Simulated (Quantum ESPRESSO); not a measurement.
Crystal: Nb.

```
Nb
1.0
    -1.66395    1.66395    1.66395
     1.66395   -1.66395    1.66395
     1.66395    1.66395   -1.66395
Nb
1
Direct
  0.00000 0.00000 0.00000
```

```yaml
Program: Quantum ESPRESSO 7.5
Task: Wannier functions
Functional: LDA
Potentials_or_basis: PseudoDojo 0.4.1 SR LDA standard
Cutoff: 1116 eV
Density_cutoff: 4463 eV
k_mesh: 9 × 9 × 9
Occupations: fermi-dirac, width 0.05 eV
Spin: no spin polarisation
Iterations: 0
Form_of_the_LDA_correlation: PW92
Mixing_beta: 0.5
Most_SCF_iterations: 120
SCF_threshold: 2e-10 Ry
k_mesh_for_the_Wannier_functions: 7 × 7 × 7
Projections: Nb spd
```

Start: atomic projections with disentanglement, frozen window up to 2.0 eV over the reference level; the lowest 4 bands are left out; no minimisation of the spread. The reference level is the Fermi level, or the middle of the gap.

Question: With atomic projections with disentanglement, how many functions result, how localised are they, and how well do they interpolate the bands?

Answer: 9 functions with spreads from 1.05 to 2.58 Å², 15.8 Å² in all; they miss the direct bands by 15 meV (root mean square).

Wannier functions:
| function | nearest atom | distance (Å) | spread (Å²) | on-site energy from the reference level (eV) |
| --- | --- | --- | --- | --- |
| 1 | 1 Nb | 0.00 | 2.43 | 7.99 |
| 2 | 1 Nb | 0.00 | 2.58 | 13.82 |
| 3 | 1 Nb | 0.00 | 2.58 | 13.82 |
| 4 | 1 Nb | 0.00 | 2.58 | 13.82 |
| 5 | 1 Nb | 0.00 | 1.26 | 1.77 |
| 6 | 1 Nb | 0.00 | 1.05 | 2.12 |
| 7 | 1 Nb | 0.00 | 1.05 | 2.12 |
| 8 | 1 Nb | 0.00 | 1.26 | 1.77 |
| 9 | 1 Nb | 0.00 | 1.05 | 2.12 |

Parts of the spread (Å²): invariant 9.32, diagonal 0.000, off-diagonal 6.51, total 15.83. Against the direct bands the interpolation misses by 15 meV (root mean square) and 51 meV at most, for states up to 1 eV over the reference level.
